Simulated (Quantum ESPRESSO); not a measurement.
# MgO2 under changes of volume

One of the cells (10.390 Å³/atom); the others are scaled copies at fixed shape and fractional positions:

```
Mg O
1.0
     1.60476    0.92651    3.49398
    -1.60476    0.92651    3.49398
     0.00000   -1.85302    3.49398
Mg O
1 2
Direct
  0.00000 0.00000 0.00000
  0.57121 0.57121 0.57121
  0.42879 0.42879 0.42879
```

The cell comes from a database or a generator and needn't be the stable form of this composition.

```yaml
Program: Quantum ESPRESSO 7.5
Functional: PBEsol
Potentials_or_basis: GBRV 1.5 PBEsol
Cutoff: 612 eV
Density_cutoff: 4898 eV
k_mesh: 10 × 10 × 10
Occupations: fermi-dirac, width 0.05 eV
Spin: no spin polarisation
```

| volume (Å³/atom) | energy over the lowest point (meV/atom) | pressure (GPa) | gap on the mesh (eV) | largest force (eV/Å) |
| --- | --- | --- | --- | --- |
| 9.766 | 3.64 | 4.2 | 2.63 | 0.193 |
| 9.974 | 0.00 | 1.0 | 2.49 | 0.075 |
| 10.182 | ? | ? | ? | ? |
| 10.390 | 4.08 | -4.4 | 2.24 | 0.136 |
| 10.598 | 11.06 | -6.7 | 2.12 | 0.231 |
| 10.805 | 20.87 | -8.8 | 2.01 | 0.320 |
| 11.013 | 33.25 | -10.7 | 1.91 | 0.402 |

What does the run at 10.182 Å³/atom give?

Energy over the lowest point 0.28 meV/atom; pressure -1.9 GPa; gap on the mesh 2.36 eV; largest force 0.034 eV/Å.

Worked out: A Birch-Murnaghan fit of order 3 (a polynomial in V^(-2/3)) to the other rows has its minimum at 10.06 Å³/atom with B0 = V·E''(V) = 140 GPa and B' = 4.2 at fixed shape and positions, which overstates the stiffness. It gives 0.27 meV/atom at 10.182 Å³/atom, against the run's 0.28, and -dE/dV = -1.6 GPa, against -1.9. A straight line through the other rows of the gap, of slope -6.01 eV per unit of ln V (its deformation potential), gives 2.37 eV, against the run's 2.36.

Energies are extrapolated to zero smearing.

A mesh can miss the band edges.
